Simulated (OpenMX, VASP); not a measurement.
Given: the input of a run of OpenMX 3.8.5 on AlNi. 

Contents of AlNi.dat:

```
System.CurrrentDirectory             ./
System.Name                          AlNi
DATA.PATH                            ./DFT_DATA13
level.of.stdout                      1
level.of.fileout                     0
Species.Number                       2
<Definition.of.Atomic.Species
  Ni  Ni6.0H-s3p2d2          Ni_PBE13H
  Al  Al7.0-s2p2d1           Al_PBE13
Definition.of.Atomic.Species>

Atoms.Number                         2
Atoms.SpeciesAndCoordinates.Unit     FRAC
<Atoms.SpeciesAndCoordinates
    1  Ni    0.5000000000    0.5000000000    0.5000000000   9.500  8.500
    2  Al    0.0000000000    0.0000000000    0.0000000000   1.500  1.500
Atoms.SpeciesAndCoordinates>

Atoms.UnitVectors.Unit               Ang
<Atoms.UnitVectors
     2.8810000000    0.0000000000    0.0000000000
     0.0000000000    2.8810000000    0.0000000000
     0.0000000000    0.0000000000    2.8810000000
Atoms.UnitVectors>

scf.XcType                           GGA-PBE
scf.SpinPolarization                 on
scf.ElectronicTemperature            580.226
scf.energycutoff                     500.0
scf.maxIter                          160
scf.EigenvalueSolver                 band
scf.Kgrid                            9 9 9
scf.Mixing.Type                      rmm-diisk
scf.Init.Mixing.Weight               0.01
scf.Min.Mixing.Weight                0.001
scf.Max.Mixing.Weight                0.2
scf.Mixing.History                   40
scf.Mixing.StartPulay                15
scf.criterion                        1.0e-8
scf.stress.tensor                    on
MD.Type                              nomd
```

Potentials or basis: OpenMX 2013 PBE set, Ni6.0H-s3p2d2, Al7.0-s2p2d1, grid cutoff 500 Ry.

Run with:

```sh
$ openmx AlNi.dat -nt 1 > AlNi.std
```

Q: Set up the same calculation for VASP 6.6.1. Potentials or basis there: PBE PAW files Al, Ni, 520 eV.

A: As run (cutoffs and basis follow the program's own potentials, and thresholds, step limits or extra output files can differ):

The input INCAR:

```
SYSTEM = AlNi
ALGO = Normal
EDIFF = 1E-7
ENCUT = 520
GGA = PE
ISIF = 2
ISMEAR = -1
ISPIN = 2
LASPH = .TRUE.
LCHARG = .FALSE.
LMAXMIX = 4
LORBIT = 11
LREAL = .FALSE.
LWAVE = .FALSE.
MAGMOM = 1 0
NBANDS = 18
NELM = 120
PREC = Accurate
SIGMA = 0.05
```

Contents of KPOINTS:

```
k-points
0
G
  9 9 9
  0 0 0
```

File POSCAR:

```
AlNi
1.0
    2.8810000000      0.0000000000      0.0000000000
    0.0000000000      2.8810000000      0.0000000000
    0.0000000000      0.0000000000      2.8810000000
Ni Al
1 1
Direct
    0.5000000000      0.5000000000      0.5000000000
    0.0000000000      0.0000000000      0.0000000000
```

Potentials or basis: VASP PAW PBE potentials, release 64 (Ni, Al).

Run with:

```console
$ cat potpaw_PBE.64/Ni/POTCAR potpaw_PBE.64/Al/POTCAR > POTCAR
$ mpirun -np 1 vasp_std > vasp.out
```

Both were run:

|  | OpenMX | VASP |
| --- | --- | --- |
| Pressure | 3.6 GPa | 1.9 GPa |
| Net moment | 0.00 μB per cell | 0.00 μB per cell |

The potentials hold 21 and 13 valence electrons a cell.

The magnetic state is the one that the start led to; the real crystal's order can differ.

Pressure is positive in compression.
